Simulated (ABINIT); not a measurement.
# Cu (Fm-3m) in ABINIT: relaxation of cell and atoms with PBEsol

Aim: the relaxation of cell and atoms of Cu with PBEsol.

Everything below comes from runs of ABINIT 10.8.3 (patched build). Logs are shortened: lines on timing, memory, paths and dates and some standing lists are left out, and cuts for length are marked. The log counts tension as positive stress, the text compression.

## Step 1: The structure

It takes space group Fm-3m (No. 225, cubic). Conventional cell: a = 3.615 Å, b = 3.615 Å, c = 3.615 Å, α = 90.00°, β = 90.00°, γ = 90.00°. Cu (site symmetry m-3m) is surrounded by 12 Cu at 2.56 Å.

## Step 2: Relaxation of cell and atoms, PBEsol

run.abi

```
# Pseudopotentials
pp_dirpath "./"
pseudos "Cu.GGA_PBE-JTH.xml"

# Structure
acell 3*1.0 Angstrom
rprim
     0.0000000000     1.8075000000     1.8075000000
     1.8075000000     0.0000000000     1.8075000000
     1.8075000000     1.8075000000     0.0000000000
ntypat 1
znucl 29
natom 1
typat 1
xred
     0.0000000000     0.0000000000     0.0000000000
chkprim 0
chksymtnons 0
tolsym 1.0e-6

# Plane-wave basis
ecut 26.0
pawecutdg 48.0
pawxcdev 0

# k points
kptopt 1
ngkpt 13 13 13
nshiftk 1
shiftk 0.0 0.0 0.0

# Exchange and correlation
ixc -116133

# Bands and occupations
nband 14
occopt 3
tsmear 0.05 eV

# SCF cycle
nstep 100
tolvrs 1.0e-9

# Output
iomode 3
prtwf 0
prtden 0
prteig 0
prtebands 0
enunit 2

# Relaxation
ionmov 22
ntime 60
tolmxf 0.0002
optcell 2
dilatmx 1.08
ecutsm 0.5
```

Potentials or basis: JTH PAW PBE v2.0.

Command:

```console
abinit run.abi > log 2>&1
```

run.abo:

```text
.Version 10.8.3 of ABINIT
 Symmetries : space group Fm -3 m (#225); Bravais cF (face-center cubic)
================================================================================
 Values of the parameters that define the memory need of the present run
     intxc =       0    ionmov =      22      iscf =      17    lmnmax =      18
     lnmax =       6     mgfft =      24  mpssoang =       3    mqgrid =    3001
     natom =       1  nloc_mem =       2    nspden =       1   nspinor =       1
    nsppol =       1      nsym =      48    n1xccc =       1    ntypat =       1
    occopt =       3   xclevel =       2
       mpw =         648          nfft =       13824          nkpt =          84
 PAW method is used; the additional fine FFT grid is defined by:
   mgfftf=        36    nfftf =     46656
================================================================================
================================================================================

--------------------------------------------------------------------------------
------------- Echo of variables that govern the present computation ------------
--------------------------------------------------------------------------------
 -outvars: echo values of preprocessed input variables --------
            acell      1.8897261259E+00  1.8897261259E+00  1.8897261259E+00 Bohr
              amu      6.35460000E+01
          chkprim           0
      chksymtnons           0
          dilatmx      1.08000000E+00
             ecut      2.60000000E+01 Hartree
           ecutsm      5.00000000E-01 Hartree
           enunit           2
           ionmov          22
                       outvar_i_n : Printing only first  50 k-points.
              ixc     -116133
                       outvar_i_n : Printing only first  50 k-points.
         kptrlatt       13    0    0      0   13    0      0    0   13
          kptrlen      6.27965122E+01
            natom           1
            nband          14
            ngfft          24      24      24
          ngfftdg          36      36      36
             nkpt          84
            nstep         100
             nsym          48
            ntime          60
           ntypat           1
                       prtocc : prtvol=0, do not print more k-points.
           occopt           3
          optcell           2
        pawecutdg      4.80000000E+01 Hartree
         pawxcdev           0
           prtden           0
        prtebands           0
           prteig           0
            prtwf           0
            rprim      0.0000000000E+00  1.8075000000E+00  1.8075000000E+00
                       1.8075000000E+00  0.0000000000E+00  1.8075000000E+00
                       1.8075000000E+00  1.8075000000E+00  0.0000000000E+00
          spgroup         225
           tolmxf      2.00000000E-04
           tolsym      1.00000000E-06
           tolvrs      1.00000000E-09
           tsmear      1.83746611E-03 Hartree
            typat      1
           useylm           1
                       outvars : Printing only first  50 k-points.
            znucl       29.00000

================================================================================

 chkinp: Checking input parameters for consistency.

================================================================================
== DATASET  1 ==================================================================

--- !DatasetInfo
iteration_state: {dtset: 1, }
dimensions: {natom: 1, nkpt: 84, mband: 14, nsppol: 1, nspinor: 1, nspden: 1, mpw: 648, }
cutoff_energies: {ecut:  26.0, pawecutdg:  48.0, }
electrons: {nelect:   1.90000000E+01, charge:   0.00000000E+00, occopt:   3.00000000E+00, tsmear:   1.83746611E-03, }
meta: {optdriver: 0, ionmov: 22, optcell: 2, iscf: 17, paral_kgb: 0, }
...

 Real(R)+Recip(G) space primitive vectors, cartesian coordinates (Bohr,Bohr^-1):
 R(1)=  0.0000000  3.4156800  3.4156800  G(1)= -0.1463837  0.1463837  0.1463837
 R(2)=  3.4156800  0.0000000  3.4156800  G(2)=  0.1463837 -0.1463837  0.1463837
 R(3)=  3.4156800  3.4156800  0.0000000  G(3)=  0.1463837  0.1463837 -0.1463837
 Unit cell volume ucvol=  7.9700586E+01 bohr^3
 Angles (23,13,12)=  6.00000000E+01  6.00000000E+01  6.00000000E+01 degrees

 Coarse grid specifications (used for wave-functions):

 getcut: wavevector=  0.0000  0.0000  0.0000  ngfft=  24  24  24
         ecut(hartree)=     30.326   => boxcut(ratio)=   2.00421

 Fine grid specifications (used for densities):

 getcut: wavevector=  0.0000  0.0000  0.0000  ngfft=  36  36  36
         ecut(hartree)=     55.987   => boxcut(ratio)=   2.21259

 getcut : COMMENT -
  Note that boxcut > 2.2 ; recall that boxcut=Gcut(box)/Gcut(sphere) = 2
  is sufficient for exact treatment of convolution.
  Such a large boxcut is a waste : you could raise ecut
  e.g. ecut=   68.522061 Hartrees makes boxcut=2

--- Pseudopotential description ------------------------------------------------
- pspini: atom type   1  psp file is ./Cu.GGA_PBE-JTH.xml
 Pseudopotential format is: paw10
 basis_size (lnmax)=  6 (lmn_size= 18), orbitals=   0   0   1   1   2   2
 Spheres core radius: rc_sph= 2.00090475
 Shapefunction is SIN type: shapef(r)=[sin(pi*r/rshp)/(pi*r/rshp)]**2
 Radius for shape functions =  1.80603571
 Compensation charge density is not taken into account in XC energy/potential

   7.07019918E+02                                ecore*ucvol(ha*bohr**3)
--------------------------------------------------------------------------------

================================================================================

=== [ionmov=22] Limited-memory Broyden-Fletcher-Goldfarb-Shanno method
================================================================================

--- Iteration: ( 1/60) Internal Cycle: (1/1)
--------------------------------------------------------------------------------

---SELF-CONSISTENT-FIELD CONVERGENCE--------------------------------------------

--- !BeginCycle
iteration_state: {dtset: 1, itime: 1, icycle: 1, }
solver: {iscf: 17, nstep: 100, nline: 4, wfoptalg: 10, }
tolerances: {tolvrs: 1.00E-09, }
...
[... 351 lines left out ...]
  0.00000000000000E+00  3.36983800746790E+00  3.36983800746790E+00
  3.36983800746790E+00  0.00000000000000E+00  3.36983800746790E+00
  3.36983800746790E+00  3.36983800746790E+00  0.00000000000000E+00
 Unitary Cell Volume (ucvol) [Bohr^3]=  7.65344681326694E+01
 Angles (23,13,12)= [degrees]
  6.00000000000000E+01  6.00000000000000E+01  6.00000000000000E+01
 Lengths [Bohr]
  4.76567061316143E+00  4.76567061316143E+00  4.76567061316143E+00
 Stress tensor in cartesian coordinates (strten) [Ha/bohr^3]
  1.80171104313676E-07  0.00000000000000E+00  0.00000000000000E+00
  0.00000000000000E+00  1.80171104188775E-07  0.00000000000000E+00
  0.00000000000000E+00  0.00000000000000E+00  1.80171104216531E-07
 Total energy (etotal) [Ha]= -1.97851990462099E+02

 Difference of energy with previous step (new-old):
           Absolute (Ha)=-1.77813E-07
           Relative     =-8.98715E-10

 At Broyd/MD step   4, gradients are converged :
  max grad (force/stress) = 1.8017E-05 < tolmxf= 2.0000E-04 ha/bohr (free atoms)

================================================================================

 ----iterations are completed or convergence reached----

 Mean square residual over all n,k,spin=   88.036E-14; max=  13.683E-11
 reduced coordinates (array xred) for    1 atoms
       0.000000000000      0.000000000000      0.000000000000
 rms dE/dt=  0.0000E+00; max dE/dt=  0.0000E+00; dE/dt below (all hartree)
    1       0.000000000000      0.000000000000      0.000000000000

 cartesian coordinates (angstrom) at end:
    1      0.00000000000000     0.00000000000000     0.00000000000000

 cartesian forces (hartree/bohr) at end:
    1     -0.00000000000000    -0.00000000000000    -0.00000000000000
 frms,max,avg= 0.0000000E+00 0.0000000E+00   0.000E+00  0.000E+00  0.000E+00 h/b

 cartesian forces (eV/Angstrom) at end:
    1     -0.00000000000000    -0.00000000000000    -0.00000000000000
 frms,max,avg= 0.0000000E+00 0.0000000E+00   0.000E+00  0.000E+00  0.000E+00 e/A
 length scales=  4.765670613161  4.765670613161  4.765670613161 bohr
              =  2.521884281444  2.521884281444  2.521884281444 angstroms
 Fermi (or HOMO) energy (hartree) =   0.27838   Average Vxc (hartree)=  -0.45386
 Eigenvalues (hartree) for nkpt=  84  k points:
 kpt#   1, nband= 14, wtk=  0.00046, kpt=  0.0000  0.0000  0.0000 (reduced coord)
  -3.85799   -2.29424   -2.29424   -2.29424   -0.08582    0.15709    0.15709    0.15709
   0.18991    0.18991    1.12357    1.22562    1.22562    1.22562
      occupation numbers for kpt#   1
   2.00000    2.00000    2.00000    2.00000    2.00000    2.00000    2.00000    2.00000
   2.00000    2.00000    0.00000    0.00000    0.00000    0.00000
 prteigrs : prtvol=0 or 1, do not print more k-points.

 Fermi (or HOMO) energy (eV) =   7.57517   Average Vxc (eV)= -12.35027
 Eigenvalues (   eV  ) for nkpt=  84  k points:
 kpt#   1, nband= 14, wtk=  0.00046, kpt=  0.0000  0.0000  0.0000 (reduced coord)
-104.98135  -62.42939  -62.42939  -62.42939   -2.33515    4.27467    4.27467    4.27467
   5.16784    5.16784   30.57401   33.35093   33.35093   33.35093
 prteigrs : prtvol=0 or 1, do not print more k-points.

--- !EnergyTerms
iteration_state     : {dtset: 1, itime: 4, icycle: 1, }
comment             : Components of total free energy in Hartree
kinetic             :  1.09900259272480E+01
hartree             :  4.01845488035999E+01
xc                  : -2.74082053599862E+00
Ewald energy        : -1.22790413447705E+02
psp_core            :  9.23792815767298E+00
local_psp           : -1.00555663052644E+02
PAW spherical_terms : -3.21775023074085E+01
internal            : -1.97851896455235E+02
'-kT*entropy'       : -1.00377133575509E-04
total_energy        : -1.97851996832369E+02
total_energy_eV     : -5.38382710534420E+03
...

--- !EnergyTermsDC
iteration_state     : {dtset: 1, itime: 4, icycle: 1, }
comment             : '"Double-counting" decomposition of free energy'
band_energy         : -1.97703717703736E+01
Ewald energy        : -1.22790413447705E+02
psp_core            :  9.23792815767298E+00
xc_dc               : -3.93733536917263E+01
PAW spherical_terms : -2.51556793328340E+01
internal            : -1.97851890084966E+02
'-kT*entropy'       : -1.00377133575509E-04
total_energy_dc     : -1.97851990462099E+02
total_energy_dc_eV  : -5.38382693200033E+03
...

--- !EnergyTermsWithPAWCore
iteration_state     : {dtset: 1, itime: 4, icycle: 1, }
comment             : 'Components of total free energy, including PAW core contributions'
Total energy        : -1.65365014888787E+03
Total energy DC     : -1.65365014251760E+03
Total energy (eV)   : -4.49981129171118E+04
Total energy DC (eV): -4.49981127437680E+04
...

 Cartesian components of stress tensor (hartree/bohr^3)
  sigma(1 1)=  1.80171104E-07  sigma(3 2)=  0.00000000E+00
  sigma(2 2)=  1.80171104E-07  sigma(3 1)=  0.00000000E+00
  sigma(3 3)=  1.80171104E-07  sigma(2 1)=  0.00000000E+00

-Cartesian components of stress tensor (GPa)         [Pressure= -5.3008E-03 GPa]
- sigma(1 1)=  5.30081690E-03  sigma(3 2)=  0.00000000E+00
- sigma(2 2)=  5.30081690E-03  sigma(3 1)=  0.00000000E+00
- sigma(3 3)=  5.30081690E-03  sigma(2 1)=  0.00000000E+00

== END DATASET(S) ==============================================================
================================================================================

 -outvars: echo values of variables after computation  --------
            acell      4.7656706132E+00  4.7656706132E+00  4.7656706132E+00 Bohr
           etotal     -1.9785199046E+02
            fcart     -0.0000000000E+00 -0.0000000000E+00 -0.0000000000E+00
            rprim      0.0000000000E+00  7.0710678119E-01  7.0710678119E-01
                       7.0710678119E-01  0.0000000000E+00  7.0710678119E-01
                       7.0710678119E-01  7.0710678119E-01  0.0000000000E+00
           strten      1.8017110431E-07  1.8017110419E-07  1.8017110422E-07
                       0.0000000000E+00  0.0000000000E+00  0.0000000000E+00
 Calculation completed.
```

Wall time 89 s (1 thread of AMD EPYC 7R43 (Zen 3), shared host); peak memory 0.12 GiB.

Results:

```yaml
Free_energy: -5383.8269 eV
Relaxed_volume: 11.34 Å³/atom
Relaxed_cell: a = 2.522 Å, b = 2.522 Å, c = 2.522 Å, α = 60.00°, β = 60.00°, γ = 60.00°
Space_group_after_relaxing_to_0.05_Å: Fm-3m (No. 225)
Energy_gained_by_relaxing: 9.4 meV/atom
Ionic_steps: 4
Pressure_after_relaxing: 0.0 GPa
Band_gap_on_the_k_mesh: none (metal or under the smearing width)
Valence_electrons_inside_the_program's_atomic_spheres: Cu 17.39 (radii [1.0588] Å)
```

Step by step:
```tsv
step	energy change (eV)	largest force (eV/Å)	pressure (GPa)	volume (Å³)
1	0.0000	0.0000	-6.18	11.81
2	-0.0067	0.0000	-3.41	11.59
3	-0.0094	0.0000	0.15	11.33
4	-0.0094	0.0000	-0.01	11.34
```

Final structure:
```
Cu
1.0
     0.00000    1.78324    1.78324
     1.78324    0.00000    1.78324
     1.78324    1.78324    0.00000
Cu
1
Cartesian
  0.0000 0.0000 0.0000
```

Caveat: the PAW data sets were made with another functional, which shifts forces and pressure a little.
